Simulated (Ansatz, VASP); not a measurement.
# InGe2: VASP beside Ansatz, part 2 of 2

Aim: how closely do two programs agree when they are given the same cell, functional and k mesh? The cell is generated by rule, not measured, and may not be a known phase. Of the first pair: The cell is taken from a series of runs on this material, whose earlier steps may have relaxed, scaled, displaced or heated it; both programs get it as it stands.

VASP 6.6.1 and Ansatz 0.2.0.

So far: Set-up; VASP: relaxation of cell and atoms, PBE, pair 1; Ansatz: relaxation of cell and atoms, PBE, pair 1; Comparison.

The structure was built from a prototype and need not be the compound's stable phase.

**5. Ansatz: relaxation of cell and atoms, PBE, pair 2**

Level of this step: Ansatz beside VASP: Kohn-Sham DFT, plane waves, PBE (Ansatz).

The relaxed volume is the usual yardstick between codes: in a stiff, nearly cubic crystal its relative difference is about their pressure difference at one cell divided by the bulk modulus. This pair takes another cell of the material, with 3 atoms against 6 for the pair before.

The two relaxations start from unlike cells of this crystal, so only their ends are compared.

File input.yaml:

```yaml
crystal:
  lattice:
    - [4.4813099044, 3.7191e-06, 0.0]
    - [-2.240658173, 3.8809263599, 0.0]
    - [0.0, 0.0, 4.1789659809]
  atoms:
    - { symbol: In, position: [0.0, 0.0, 0.0] }
    - { symbol: Ge, position: [0.3333333333, 0.6666666667, 0.4473553982] }
    - { symbol: Ge, position: [0.6666666667, 0.3333333333, 0.5526446018] }
kpoints:
  mp_grid: { grid: [12, 12, 12] }
hamiltonian:
  xc: pbe
  pseudopotentials: { kind: nc }
scf:
  occupations: { method: methfessel_paxton, width: 0.2 }
output:
  forces: true
  stress: true
  eigenvalues: true
relax:
  adjacent_minimum: "off"
  f_tol: 0.002
  max_steps: 120
  cell: { stress_tol: 0.03 }
```

Run with:

```bash
$ ansatz run input.yaml --threads 8 --pin off --max-ram 14336MiB --backend cpu --events-out ev --progress --plain --runs-dir out
```

Numbers of over 12 decimals in the logs are rounded to 6 here.

The program printed:

```text
[...]
Crystal: 3 atoms, lattice volume = 72.679 Å³
Basis set: ecut = 1061.244064 eV, 5705 PW (Γ), exchange–correlation on 96×96×90 points (8 copies of the dense FFT grid, shifted against one another)
Bands: 25, of which v1, the nominal top of the filled ones, is band 21 counted from 1 (20 counted from 0)
Symmetry: 12 space group operations
[...]
k-points: 193 of 1728
[...]
--- Relaxed structure (18 steps of the walk, 18 accepted, 4 SCFs on fresh bases) ---
[...]
cell:  # Å, volume = 71.2930 Å³
    - [4.004810, 3.323627984511941e-6, 0]
    - [-2.002408, 3.468265, 1.7509074507365474e-17]
    - [0, 1.8853692360670778e-17, 5.132775]
  atoms:
    - { symbol: In, position: [0, 0, 2.9403504784827336e-19] }
    - { symbol: Ge, position: [0.333333, 0.666667, 0.394545] }
    - { symbol: Ge, position: [0.666667, 0.333333, 0.605455] }
[key lines of the parts left out:]
SCF converged after 5 iterations
Free energy (F): -6668.399245 eV
Fermi energy:    9.749479 eV
P = ⅓ Tr σ = 0.0005 GPa (0.005 kbar)
```

**6. VASP: relaxation of cell and atoms, PBE, pair 2**

Its own start cell and the same functional, mesh and smearing now go to VASP, with its own data sets.

File INCAR:

```
SYSTEM = InGe2
PREC = Accurate
ENCUT = 500
EDIFF = 1E-07
NELM = 120
ISMEAR = 1
SIGMA = 0.2
LREAL = .FALSE.
ALGO = Normal
GGA = PE
NBANDS = 26
LORBIT = 11
LWAVE = .FALSE.
LCHARG = .FALSE.
ISIF = 3
IBRION = 2
NSW = 80
EDIFFG = -0.005
LASPH = .TRUE.
GGA_COMPAT = .FALSE.
NELMIN = 4
KPAR = 2
```

File POSCAR:

```
InGe2
1.0
    4.0066418118      0.0000035209      0.0000000000
   -2.0033236361      3.4698516247      0.0000000000
    0.0000000000      0.0000000000      5.1143538500
In Ge
1 2
Direct
    0.0000000000      0.0000000000      0.0000000000
    0.3333333333      0.6666666667      0.3942981619
    0.6666666667      0.3333333333      0.6057018381
```

File KPOINTS:

```
Automatic mesh
0
Gamma
12 12 12
0 0 0
```

Potentials, in the order of the species: In_d and Ge_d (PBE family, release 64).

Run with:

```bash
$ mpirun -np 2 vasp_std
```

The program printed:

```text
[banner, memory and clock lines left out]
running    2 mpi-ranks, on    1 nodes
[...]
LDA part: xc-table for (Slater+PW92), standard interpolation
 POSCAR, INCAR and KPOINTS ok, starting setup
[...]
entering main loop
       N       E                     dE             d eps       ncg     rms          rms(c)
DAV:   1     0.325763781979E+03    0.32576E+03   -0.20362E+04 10716   0.362E+03
DAV:   2     0.372079740048E+02   -0.28856E+03   -0.28430E+03 10060   0.641E+02
DAV:   3    -0.935265488333E+01   -0.46561E+02   -0.46058E+02 11534   0.193E+02
DAV:   4    -0.113647504432E+02   -0.20121E+01   -0.20029E+01 11716   0.454E+01
[...]
DAV:  12    -0.112197624436E+02    0.22308E-05   -0.15799E-05 12892   0.289E-02    0.274E-03
DAV:  13    -0.112197624960E+02   -0.52393E-07   -0.11220E-06 10200   0.855E-03    0.124E-03
DAV:  14    -0.112197625082E+02   -0.12193E-07   -0.48093E-08  6016   0.248E-03
   1 F= -.11219763E+02 E0= -.11220091E+02  d E =-.112198E+02
[... from here on, the cycles between the ionic steps are left out ...]
   2 F= -.11219831E+02 E0= -.11220150E+02  d E =-.687222E-04
   3 F= -.11219876E+02 E0= -.11220182E+02  d E =-.113572E-03
   4 F= -.11219859E+02 E0= -.11220137E+02  d E =-.965425E-04
   5 F= -.11219886E+02 E0= -.11220182E+02  d E =-.123597E-03
   6 F= -.11219885E+02 E0= -.11220174E+02  d E =0.151206E-05
   7 F= -.11219891E+02 E0= -.11220184E+02  d E =-.528928E-05
[...]
reached required accuracy - stopping structural energy minimisation
```

OUTCAR, selected parts (step 6):

```text
  Total       -0.0023918     -0.0023918     -0.0033498     -0.0000000      0.0000000     -0.0000000
  in kB       -0.0538473     -0.0538472     -0.0754171     -0.0000000      0.0000000     -0.0000000
  external PRESSURE =      -0.0610372 kB  Pullay stress =       0.0000000 kB

 POSITION                                       TOTAL-FORCE (eV/Angst)
 -----------------------------------------------------------------------------------
     -0.00000      0.00000      0.00000        -0.000000     -0.000000      0.000000
     -0.00000      2.31055      2.02334         0.000000     -0.000000      0.003870
      2.00099      1.15527      3.10742        -0.000000      0.000000     -0.003870
 -----------------------------------------------------------------------------------
    total drift:                               -0.000000      0.000000     -0.000000

  FREE ENERGIE OF THE ION-ELECTRON SYSTEM (eV)
  ---------------------------------------------------
  free  energy   TOTEN  =       -11.2198913947 eV

  energy  without entropy=      -11.2207698865  energy(sigma->0) =      -11.22018423

[... 1 part as in an earlier step ...]

[... 3 further parts left out ...]
[key lines of the parts left out:]
E-fermi :   5.7551
```

This run has no spin polarisation. Its electron count is odd, so without a moment it is a metal by construction. The run keeps the 12 symmetry operations of its start, so it cannot find a distortion of lower symmetry.

**7. Comparison**

Both answers:

```csv
quantity,Ansatz,VASP,difference
volume (Å³),71.29,71.16,+0.18 %
"edge a after relaxation, in the typed setting (Å)",4.005,4.002,+0.07 %
"edge c after relaxation, in the typed setting (Å)",5.133,5.131,+0.04 %
```

**8. Results**

```yaml
difference_in_edge_c_after_relaxation_in_the_typed_setting_relaxation_of_cell_and_atoms_pbe_pair_1: 0.33 %
difference_in_volume_relaxation_of_cell_and_atoms_pbe_pair_2: 0.18 %
```

The difference in edge c after relaxation, in the typed setting is 0.33 % (relaxation of cell and atoms, PBE, pair 1), within the 1.2 % picked in this series as the mark of a large difference, as far as the stopping tolerances let one tell. How closely two codes agree says nothing of how well the functional describes the real material.

[Lines on the potential files, build, host, timing and source positions are cut from VASP's logs without a mark.]

[Logs are printed without paths, hosts, clocks, repeated set-up lines and the standing remarks that a program may print on its own settings, such as how far it seeks lower states.]

[Hosts, paths, dates, database ids (printed as entryN), source tags and the programs' standing remarks are cut or masked in the printed files.]
